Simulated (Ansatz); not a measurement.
# HfO2: the cost of one run

Computed with Ansatz 0.2.0 (DFT PBE, scalar-relativistic, plane waves, PAW, unless a step's input says otherwise).

9 further runs of the same task are left out: 9 set aside as unsound or not needed. Runs told in other sessions of the task aren't counted.

## (1) The structure to begin with

It takes space group P4_2/mnm (No. 136, tetragonal). Conventional cell: a = 4.881 Å, b = 4.881 Å, c = 3.238 Å, α = 90.00°, β = 90.00°, γ = 90.00°. Around Hf (site symmetry mmm) lie 6 O at 2.10 to 2.11 Å. Around O (site symmetry m2m) lie 3 Hf at 2.10 to 2.11 Å.

Structure file:

```
Hf O
1.0
     4.88122    0.00000    0.00000
     0.00000    4.88122    0.00000
     0.00000    0.00000    3.23789
Hf O
2 4
Cartesian
  0.0000 0.0000 0.0000
  2.4406 2.4406 1.6189
  0.9509 3.9303 1.6189
  1.4897 1.4897 0.0000
  3.3915 3.3915 0.0000
  3.9303 0.9509 1.6189
```

It goes back to an entry of the Materials Project, which need not be the stable form.

It is the result of an earlier relaxation at this level (volume 12.86 Å³/atom; gap on the mesh: 3.90 eV).

## (4) The grid

The energy is mapped over two normal modes frozen in (zone-centre modes of the cell shown).

The axes are (1) amplitude of mode 4 (90 cm⁻¹), largest displacement: 7 values from −0.203 Å; (2) amplitude of mode 5 (132 cm⁻¹), largest displacement: 7 values from −0.470 Å.

Nothing else is relaxed (the cell and all other modes fixed). Energies count from the relaxed high-symmetry cell. Points are written as (first, second).

Displacement patterns for an amplitude of 1 (Å):

| atom | x1 | y1 | z1 | x2 | y2 | z2 |
| --- | --- | --- | --- | --- | --- | --- |
| Hf1 | 0.000 | 0.000 | 1.000 | 0.000 | 0.000 | 0.000 |
| Hf2 | 0.000 | 0.000 | -1.000 | 0.000 | 0.000 | 0.000 |
| O3 | 0.000 | 0.000 | 0.321 | 0.707 | 0.707 | 0.000 |
| O4 | 0.000 | 0.000 | -0.321 | -0.707 | 0.707 | 0.000 |
| O5 | 0.000 | 0.000 | -0.321 | 0.707 | -0.707 | 0.000 |
| O6 | 0.000 | 0.000 | 0.321 | -0.707 | -0.707 | 0.000 |

(The set-up runs are not shown.)

## (5) Point (−0.203 Å, −0.470 Å)

File input.yaml:

```yaml
crystal:
  lattice:
    - [4.8812150602, 0.0, 0.0]
    - [0.0, 4.8812150602, 0.0]
    - [0.0, 0.0, 3.2378896156]
  atoms:
    - { symbol: Hf, position: [0.0, 0.0, -0.0626951577] }
    - { symbol: Hf, position: [0.5, 0.5, 0.5626951577] }
    - { symbol: O, position: [0.1267305643, 0.7370983459, 0.4798800679] }
    - { symbol: O, position: [0.3732694357, 0.2370983459, 0.0201199321] }
    - { symbol: O, position: [0.6267305643, 0.7629016541, 0.0201199321] }
    - { symbol: O, position: [0.8732694357, 0.2629016541, 0.4798800679] }
basis:
  ecutwfc: 520.0
kpoints:
  mp_grid: { grid: [6, 6, 8] }
hamiltonian:
  xc: pbe
  pseudopotentials: { kind: paw, azcp: { folder: soft_1 } }
scf:
  occupations: { method: gaussian, width: 0.05 }
output:
  forces: true
  stress: true
  eigenvalues: true
```

Launch:

```bash
> ansatz run input.yaml --threads 2 --pin off --max-ram 4096MiB --backend cpu --events-out ev --progress --plain --runs-dir out
```

**Question.** How long does this run take on 2 threads of Arm Neoverse N1, shared host, and how much memory does it need?

About 43 s, with a peak of 0.52 GiB.
